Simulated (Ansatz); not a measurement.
Take Ti3SiC2 (space group P6_3/mmc, No. 194; a = 3.042 Å, c = 17.577 Å) as the base.

Structures relaxed with PBEsol/PAW in Ansatz (a first-principles code), scalar-relativistic without spin-orbit coupling.

Base:

Simulated powder pattern, Co Kα, λ = 1.79026 Å (kinematic, ideal powder, no thermal factors, no anomalous dispersion; the 8 strongest lines at most, above 2 %, up to 2θ = 90°):

```tsv
2θ (°)	I/Imax (%)	hkl
11.69	17	(002)
40.18	29	(101)
46.67	100	(104)
48.08	20	(008)
50.25	38	(105)
69.57	15	(109)
72.09	29	(110)
88.73	11	(1 0 12)
```

After one change:

Simulated powder pattern, Co Kα, λ = 1.79026 Å (kinematic, ideal powder, no thermal factors, no anomalous dispersion; the 8 strongest lines at most, above 2 %, up to 2θ = 90°):

```csv
2θ (°),I/Imax (%)
12.72,8.7
38.83,7.1
44.61,32
51.70,100
52.62,17
55.63,43
77.25,17
81.14,30
```

Q: Which of these changes matches the shifts?
A) pressure 50 GPa
B) pressure 100 GPa
C) pressure 15 GPa
D) pressure −2 GPa

A: B, pressure 100 GPa. Its volume per atom is 8.84 Å³ against 11.74 Å³, and its space group is P6_3/mmc (No. 194).

Load acts through the strain it causes; cell and atoms are relaxed under it. Whether these cells are dynamically stable was not tested. No other phases were tried under pressure. The final runs are not spin-polarised.
